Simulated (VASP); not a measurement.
# CdTe (F-43m) in VASP: further runs

Runs on CdTe. Level: PBE. Tasks: electric field gradients, core levels, phonons, elastic constants, chemical shielding.

Program: VASP 6.6.1. These are calculated values, not measurements. Logs are shortened: lines on timing, memory, paths and dates and some standing lists are left out, and cuts for length are marked.

**What was measured.**

From a printed reference work, data compilation, for a bulk crystal of CdTe at 0 K: band gap 1.607 eV.

How close the calculation comes is told below.

**1. Starting point**

It takes space group F-43m (No. 216, cubic). Conventional cell: a = 6.410 Å, b = 6.410 Å, c = 6.410 Å, α = 90.00°, β = 90.00°, γ = 90.00°. Around Te (site symmetry -43m) lie 4 Cd at 2.78 Å. Around Cd (site symmetry -43m) lie 4 Te at 2.78 Å.

**2. Electric field gradients, PBE**

Contents of INCAR:

```
SYSTEM = CdTe
PREC = Accurate
ENCUT = 520
EDIFF = 1E-8
ISMEAR = 0
SIGMA = 0.02
LREAL = .False.
LASPH = .True.
NELM = 100
ALGO = Normal
ISIF = 2
LWAVE = .False.
LCHARG = .False.
GGA = PE
LEFG = .True.
```

Contents of KPOINTS:

```
Automatic mesh
0
Gamma
  7 7 7
  0 0 0
```

Contents of POSCAR:

```
CdTe
1.0
    0.0000000000      3.2050000000      3.2050000000
    3.2050000000      0.0000000000      3.2050000000
    3.2050000000      3.2050000000      0.0000000000
Te Cd
1 1
Direct
    0.7500000000      0.7500000000      0.7500000000
    0.0000000000      0.0000000000      0.0000000000
```

Potentials or basis: VASP PAW PBE potentials, release 64 (Te, Cd).

Command:

```bash
> cat potpaw_PBE.64/Te/POTCAR potpaw_PBE.64/Cd/POTCAR > POTCAR
> mpirun -np 1 vasp_std > vasp.out
```

OUTCAR:

```text
SYSTEM = CdTe
   PREC = Accurate
   ENCUT = 520
   EDIFF = 1E-8
   ISMEAR = 0
   LREAL = .False.
   LASPH = .True.
   NELM = 100
   ISIF = 2
   GGA = PE

 ion  position               nearest neighbor table
   1  0.750  0.750  0.750-   2 2.78   2 2.78   2 2.78   2 2.78
   2  0.000  0.000  0.000-   1 2.78   1 2.78   1 2.78   1 2.78

  LATTYP: Found a face centered cubic cell.
 ALAT       =     6.4100000000

  Lattice vectors:

 A1 = (   0.0000000000,   3.2050000000,   3.2050000000)
 A2 = (   3.2050000000,   0.0000000000,   3.2050000000)
 A3 = (   3.2050000000,   3.2050000000,   0.0000000000)

Analysis of symmetry for initial positions (statically):
=====================================================================
 Subroutine PRICEL returns:
 Original cell was already a primitive cell.

 Routine SETGRP: Setting up the symmetry group for a
 face centered cubic supercell.

 Subroutine GETGRP returns: Found 24 space group operations
 (whereof 24 operations were pure point group operations)
 out of a pool of 48 trial point group operations.

The static configuration has the point symmetry T_d .

Analysis of symmetry for dynamics (positions and initial velocities):
=====================================================================
 Subroutine PRICEL returns:
 Original cell was already a primitive cell.

 Routine SETGRP: Setting up the symmetry group for a
 face centered cubic supercell.

 Subroutine GETGRP returns: Found 24 space group operations
 (whereof 24 operations were pure point group operations)
 out of a pool of 48 trial point group operations.

The dynamic configuration has the point symmetry T_d .

 Subroutine INISYM returns: Found 24 space group operations
 (whereof 24 operations are pure point group operations),
 and found     1 'primitive' translations

----------------------------------------------------------------------------------------

                                     Primitive cell

  volume of cell :      65.8437

  direct lattice vectors                    reciprocal lattice vectors
     0.000000000  3.205000000  3.205000000    -0.156006240  0.156006240  0.156006240
     3.205000000  0.000000000  3.205000000     0.156006240 -0.156006240  0.156006240
     3.205000000  3.205000000  0.000000000     0.156006240  0.156006240 -0.156006240

  length of vectors
     4.532554467  4.532554467  4.532554467     0.270210734  0.270210734  0.270210734

  position of ions in fractional coordinates (direct lattice)
     0.750000000  0.750000000  0.750000000
     0.000000000  0.000000000  0.000000000

  ion indices of the primitive-cell ions
   primitive index   ion index
                 1           1
                 2           2

----------------------------------------------------------------------------------------

 KPOINTS: Automatic mesh

Automatic generation of k-mesh.
 Grid dimensions read from file:
 generate k-points for:    7    7    7

 Generating k-lattice:

  Cartesian coordinates                     Fractional coordinates (reciprocal lattice)
    -0.022286606  0.022286606  0.022286606     0.142857143  0.000000000  0.000000000
     0.022286606 -0.022286606  0.022286606     0.000000000  0.142857143  0.000000000
     0.022286606  0.022286606 -0.022286606     0.000000000  0.000000000  0.142857143

  Length of vectors
     0.038601533  0.038601533  0.038601533

  Shift w.r.t. Gamma in fractional coordinates (k-lattice)
     0.000000000  0.000000000  0.000000000

 Subroutine IBZKPT returns following result:
 ===========================================

 Found     20 irreducible k-points:

 Following reciprocal coordinates:
            Coordinates               Weight
  0.000000  0.000000  0.000000      1.000000
  0.142857  0.000000  0.000000      8.000000
  0.285714  0.000000  0.000000      8.000000
  0.428571  0.000000  0.000000      8.000000
  0.142857  0.142857  0.000000      6.000000
  0.285714  0.142857  0.000000     24.000000
[... 12 lines left out ...]
 -0.428571  0.428571  0.142857     24.000000
 -0.285714  0.428571  0.142857     24.000000
   k-points           NKPTS =     20   k-points in BZ     NKDIM =     20   number of bands    NBANDS=     13
   number of dos      NEDOS =    301   number of ions     NIONS =      2
   total plane-waves  NPLWV =  46656
   dimension x,y,z NGX =    36 NGY =   36 NGZ =   36
   dimension x,y,z NGXF=    72 NGYF=   72 NGZF=   72
   ions per type =               1   1
   NGX,Y,Z   is equivalent  to a cutoff of  13.20, 13.20, 13.20 a.u.
   NGXF,Y,Z  is equivalent  to a cutoff of  26.41, 26.41, 26.41 a.u.
 SYSTEM =  CdTe
   PREC   = accura    normal or accurate (medium, high low for compatibility)
   ISTART =      0    job   : 0-new  1-cont  2-samecut
   ICHARG =      2    charge: 1-file 2-atom 10-const
   ISPIN  =      1    spin polarized calculation?
   LNONCOLLINEAR =      F non collinear calculations
   LSORBIT =      F    spin-orbit coupling
   LASPH  =      T    aspherical Exc in radial PAW
   ENCUT  =  520.0 eV  38.22 Ry    6.18 a.u.   8.43  8.43  8.43*2*pi/ulx,y,z
   NELM   =    100;   NELMIN=  2; NELMDL= -5     # of ELM steps
   EDIFF  = 0.1E-07   stopping-criterion for ELM
   LREAL  =      F    real-space projection
   EDIFFG = 0.1E-06   stopping-criterion for IOM
   NSW    =      0    number of steps for IOM
   IBRION =     -1    ionic relax: 0-MD 1-quasi-New 2-CG
   NFREE  =      0    steps in history (QN), initial steepest desc. (CG)
   ISIF   =      2    stress and relaxation
   ISYM   =      2    0-nonsym 1-usesym 2-fastsym
   POTIM  = 0.5000    time-step for ionic-motion
   TEBEG  =    0.0;   TEEND  =   0.0 temperature during run
   PSTRESS=    0.0 pullay stress
   NELECT =      18.0000    total number of electrons
   NUPDOWN=      -1.0000    fix difference up-down
   EMIN   =  10.00;   EMAX   =-10.00  energy-range for DOS
   EFERMI =   0.00;   METHOD = LEGACY
   ISMEAR =     0;   SIGMA  =   0.02  broadening in eV -4-tet -1-fermi 0-gaus
   EFERMI_NEDOS =   21; number of points for ismear=-14 and -15
   IALGO  =     38    algorithm
   IMIX   =      4    mixing-type and parameters
     AMIX     =   0.40;   BMIX     =  1.00
     AMIX_MAG =   1.60;   BMIX_MAG =  1.00
  volume/ion in A,a.u.               =      32.92       222.17
  Fermi-wavevector in a.u.,A,eV,Ry     =   1.062497  2.007828 15.359610  1.128899
  Thomas-Fermi vector in A             =   2.197950
   LORBIT       =      0    0 simple, 1 ext, 2 COOP (PROOUT), +10 PAW based schemes
   GGA     = PE    functional components
   LHFCALC =     F    Hartree Fock is set to
   AEXX    =    0.0000 exact exchange contribution
   IVDW    =     0    specifies the selected vdW correction
   LEPSILON=     F    determine dielectric tensor
   LRPA    =     F    only Hartree local field effects (RPA)
 non-spin polarized calculation
 Gauss-broadening in eV      SIGMA  =   0.02
  energy-cutoff  :      520.00
  volume of cell :       65.84
 maximum number of plane-waves:      1807
 NGX is ok and might be reduce to    36
   NGX = 17   NGY = 17   NGZ = 17

 number of electron      17.9999995 magnetization

 Free energy of the ion-electron system (eV)
  ---------------------------------------------------
  ext. energy  EPLUGINS =         0.00000000
  ---------------------------------------------------
  free energy    TOTEN  =        -4.72525181 eV

  energy without entropy =       -4.72525181  energy(sigma->0) =       -4.72525181

 E-fermi :   2.7949     XC(G=0):  -8.7314

 val. band max:        2.6555553008   @ k =   0.0000   0.0000   0.0000
 cond. band min:       3.5285784511   @ k =   0.0000   0.0000   0.0000
 fundamental gap:      0.8730231503
 Fermi energy:         2.7948992287

 k-point     1 :       0.0000    0.0000    0.0000
  band No.  band energies     occupation
      1      -8.7128      2.00000
      2      -5.7524      2.00000
      3      -5.7524      2.00000
      4      -5.7524      2.00000
      5      -5.4666      2.00000
      6      -5.4666      2.00000
      7       2.6556      2.00000
      8       2.6556      2.00000
      9       2.6556      2.00000
     10       3.5286      0.00000
     11       7.2318      0.00000
     12       7.2318      0.00000
     13       7.2318      0.00000

 k-point     2 :       0.1429    0.0000    0.0000
  band No.  band energies     occupation
      1      -8.6320      2.00000
      2      -5.7368      2.00000
      3      -5.7368      2.00000
      4      -5.6900      2.00000
      5      -5.4678      2.00000
      6      -5.4678      2.00000
      7       1.1793      2.00000
      8       2.4682      2.00000
      9       2.4682      2.00000
     10       4.4953      0.00000
     11       7.2926      0.00000
     12       7.5095      0.00000
     13       7.5095      0.00000

 k-point     3 :       0.2857    0.0000    0.0000
  band No.  band energies     occupation
      1      -8.4496      2.00000
      2      -5.7055      2.00000
      3      -5.7055      2.00000
      4      -5.4733      2.00000
      5      -5.4659      2.00000
      6      -5.4659      2.00000
      7      -0.5688      2.00000
      8       2.1096      2.00000
      9       2.1096      2.00000
     10       4.6771      0.00000
     11       7.8496      0.00000
     12       7.8496      0.00000
     13       8.4839      0.00000
[... 241 lines left out ...]
 k-point    19 :      -0.4286    0.4286    0.1429
  band No.  band energies     occupation
      1      -8.1770      2.00000
      2      -5.6129      2.00000
      3      -5.6094      2.00000
      4      -5.5289      2.00000
      5      -5.4477      2.00000
      6      -4.9434      2.00000
      7      -1.6305      2.00000
      8       0.3637      2.00000
      9       0.6464      2.00000
     10       6.1341      0.00000
     11       6.2580      0.00000
     12       9.0663      0.00000
     13      10.7397      0.00000

 k-point    20 :      -0.2857    0.4286    0.1429
  band No.  band energies     occupation
      1      -8.1667      2.00000
      2      -5.6271      2.00000
      3      -5.6109      2.00000
      4      -5.5016      2.00000
      5      -5.4635      2.00000
      6      -4.8687      2.00000
      7      -1.6806      2.00000
      8      -0.0075      2.00000
      9       0.7216      2.00000
     10       6.3715      0.00000
     11       7.5129      0.00000
     12       8.6095      0.00000
     13       9.3878      0.00000

------------------------ aborting loop because EDIFF is reached ----------------------------------------

  FORCE on cell =-STRESS in cart. coord.  units (eV):
  Direction    XX          YY          ZZ          XY          YZ          ZX
  --------------------------------------------------------------------------------------
  -------------------------------------------------------------------------------------
  Total        1.8071014      1.8071014      1.8071014      0.0000000      0.0000000     -0.0000000
  in kB       43.9722829     43.9722829     43.9722829      0.0000000      0.0000000     -0.0000000
  external PRESSURE =      43.9722829 kB  Pullay stress =       0.0000000 kB

 VOLUME and BASIS-vectors are now :
 -----------------------------------------------------------------------------
  energy-cutoff  :      520.00
  volume of cell :       65.84
      direct lattice vectors                 reciprocal lattice vectors
     0.000000000  3.205000000  3.205000000    -0.156006240  0.156006240  0.156006240
     3.205000000  0.000000000  3.205000000     0.156006240 -0.156006240  0.156006240
     3.205000000  3.205000000  0.000000000     0.156006240  0.156006240 -0.156006240

 POSITION                                       TOTAL-FORCE (eV/Angst)
 -----------------------------------------------------------------------------------
      4.80750      4.80750      4.80750        -0.000000      0.000000      0.000000
      0.00000      0.00000      0.00000         0.000000     -0.000000     -0.000000
 -----------------------------------------------------------------------------------
    total drift:                                0.000000      0.000000      0.000000

  FREE ENERGIE OF THE ION-ELECTRON SYSTEM (eV)
  ---------------------------------------------------
  free  energy   TOTEN  =        -4.7252518140 eV

  energy  without entropy=       -4.7252518140  energy(sigma->0) =       -4.72525181

 Electric field gradients (V/A^2)
---------------------------------------------------------------------
 ion       V_xx      V_yy      V_zz      V_xy      V_xz      V_yz
---------------------------------------------------------------------
   1       0.000     0.000     0.000    -0.000    -0.000    -0.000
   2      -0.000     0.000    -0.000     0.001     0.001     0.001
---------------------------------------------------------------------

 Electric field gradients after diagonalization (V/A^2)
 (convention: |V_zz| > |V_xx| > |V_yy|)
----------------------------------------------------------------------
 ion       V_xx      V_yy      V_zz     asymmetry (V_yy - V_xx)/ V_zz
----------------------------------------------------------------------
   1       0.000     0.000    -0.000       0.000
   2      -0.001    -0.001     0.001       0.000
----------------------------------------------------------------------

           NMR quadrupolar parameters

 Cq : quadrupolar parameter    Cq=e*Q*V_zz/h
 eta: asymmetry parameters     (V_yy - V_xx)/ V_zz
 Q  : nuclear electric quadrupole moment in mb (millibarn)
----------------------------------------------------------------------
 ion       Cq(MHz)       eta       Q (mb)
----------------------------------------------------------------------
   1      -0.000       0.000       1.000
   2       0.000       0.000       1.000
----------------------------------------------------------------------
```

Run time: 21 s. Hardware: 1 thread of Intel Xeon Platinum 8488C (Sapphire Rapids), shared host; peak memory 0.21 GiB.

What came out:

```
Free energy            : -4.7253 eV
Pressure               : 4.4 GPa
Band gap on the k mesh : 0.87 eV, direct
```

Levels at points of the mesh, in eV from the valence-band top:
| k point | band 7 | band 8 | band 9 | band 10 | band 11 | band 12 |
| --- | --- | --- | --- | --- | --- | --- |
| (0.00, 0.00, 0.00) | 0.00 | 0.00 | 0.00 | 0.87 | 4.58 | 4.58 |

Electric field gradients, principal values (V/Å²):
```
atom     Vxx     Vyy    Vzz
1 Te   0.000   0.000  0.000
2 Cd  -0.001  -0.001  0.001
```

Caveat: spin-orbit coupling is left out, which moves the levels of the heavy elements.

**3. Core levels, PBE**

Contents of INCAR:

```
  PREC = Accurate
  ENCUT = 520
  EDIFF = 1E-6
  ISMEAR = 0
  SIGMA = 0.02
  LREAL = False
  LASPH = True
  NELM = 100
  ALGO = Normal
  ISIF = 2
  LWAVE = False
  LCHARG = False
  GGA = PE
  ICORELEVEL = 1
```

Contents of KPOINTS:

```
Automatic mesh
0
Gamma
  7 7 7
```

POSCAR is that of step 2.

Potentials or basis: VASP PAW PBE potentials, release 64 (Te, Cd).

Command:

```bash
> cat potpaw_PBE.64/Te/POTCAR potpaw_PBE.64/Cd/POTCAR > POTCAR
> mpirun -np 1 vasp_std > vasp.out
```

OUTCAR:

```text
PREC = Accurate
   ENCUT = 520
   EDIFF = 1E-6
   ISMEAR = 0
   LREAL = False
   LASPH = True
   NELM = 100
   ISIF = 2
   GGA = PE

 ion  position               nearest neighbor table
   1  0.750  0.750  0.750-   2 2.78   2 2.78   2 2.78   2 2.78
   2  0.000  0.000  0.000-   1 2.78   1 2.78   1 2.78   1 2.78

  LATTYP: Found a face centered cubic cell.
 ALAT       =     6.4100000000

  Lattice vectors:

 A1 = (   0.0000000000,   3.2050000000,   3.2050000000)
[... 506 lines left out ...]

------------------------ aborting loop because EDIFF is reached ----------------------------------------

  FORCE on cell =-STRESS in cart. coord.  units (eV):
  Direction    XX          YY          ZZ          XY          YZ          ZX
  --------------------------------------------------------------------------------------
  -------------------------------------------------------------------------------------
  Total        1.8063772      1.8063772      1.8063772      0.0000000     -0.0000000     -0.0000000
  in kB       43.9546615     43.9546615     43.9546615      0.0000000     -0.0000000     -0.0000000
  external PRESSURE =      43.9546615 kB  Pullay stress =       0.0000000 kB

 VOLUME and BASIS-vectors are now :
 -----------------------------------------------------------------------------
  energy-cutoff  :      520.00
  volume of cell :       65.84
      direct lattice vectors                 reciprocal lattice vectors
     0.000000000  3.205000000  3.205000000    -0.156006240  0.156006240  0.156006240
     3.205000000  0.000000000  3.205000000     0.156006240 -0.156006240  0.156006240
     3.205000000  3.205000000  0.000000000     0.156006240  0.156006240 -0.156006240

 POSITION                                       TOTAL-FORCE (eV/Angst)
 -----------------------------------------------------------------------------------
      4.80750      4.80750      4.80750         0.000000      0.000000     -0.000000
      0.00000      0.00000      0.00000        -0.000000     -0.000000      0.000000
 -----------------------------------------------------------------------------------
    total drift:                                0.000000      0.000000      0.000000

  FREE ENERGIE OF THE ION-ELECTRON SYSTEM (eV)
  ---------------------------------------------------
  free  energy   TOTEN  =        -4.7252516512 eV

  energy  without entropy=       -4.7252516512  energy(sigma->0) =       -4.72525165
```

Run time: 20 s. Hardware: 1 thread of Intel Xeon Platinum 8488C (Sapphire Rapids), shared host; peak memory 0.21 GiB.

What came out:

| Property | Result |
| --- | --- |
| Free energy | -4.7253 eV |
| Pressure | 4.4 GPa |
| Band gap on the k mesh | 0.87 eV, direct |

Core levels (eV, on the scale of the bands):
| atom | levels |
| --- | --- |
| 1 Te | 1s -31612.6, 2s -4840.2, 2p -4343.6, 3s -956.5, 3p -795.1, 3d -551.4, 4s -156.0, 4p -106.0, 4d -33.4 |
| 2 Cd | 1s -26513.3, 2s -3930.5, 2p -3525.8, 3s -727.4, 3p -594.7, 3d -387.1, 4s -99.6, 4p -60.6 |

Caveat: spin-orbit coupling is left out, which moves the levels of the heavy elements.

(Part 1 of 2 ends here.)
